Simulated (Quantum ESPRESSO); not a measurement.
Nb: phonon spectrum and thermodynamics under several settings

```xyz
1
Lattice="-1.6640 1.6640 1.6640 1.6640 -1.6640 1.6640 1.6640 1.6640 -1.6640" Properties=species:S:1:pos:R:3 pbc="T T T"
Nb    0.0000    0.0000    0.0000
```

All runs used Quantum ESPRESSO 7.5; k mesh 12 × 12 × 12; relaxed cell; no spin polarisation; cutoff 612 eV; occupations cold, width 0.2 eV; q mesh 3 × 3 × 3.

| level | potentials | volume (Å³/atom) | highest frequency (cm⁻¹) | zero-point energy (meV/atom) | entropy at room temperature (k_B/atom) |
| --- | --- | --- | --- | --- | --- |
| LDA | GBRV 1.5 LDA | 17.11 | 216 | 27.5 | 4.18 |
| PBE | GBRV 1.5 PBE | ? | ? | ? | ? |

Task: What stands in the row left open?

Result: Volume 18.06 Å³/atom; highest frequency 199 cm⁻¹; zero-point energy 26.2 meV/atom; entropy at room temperature 4.31 k_B/atom.

For the row left open. Caveat: the q mesh is small, so phonon branches between its points and thermal values are rough.
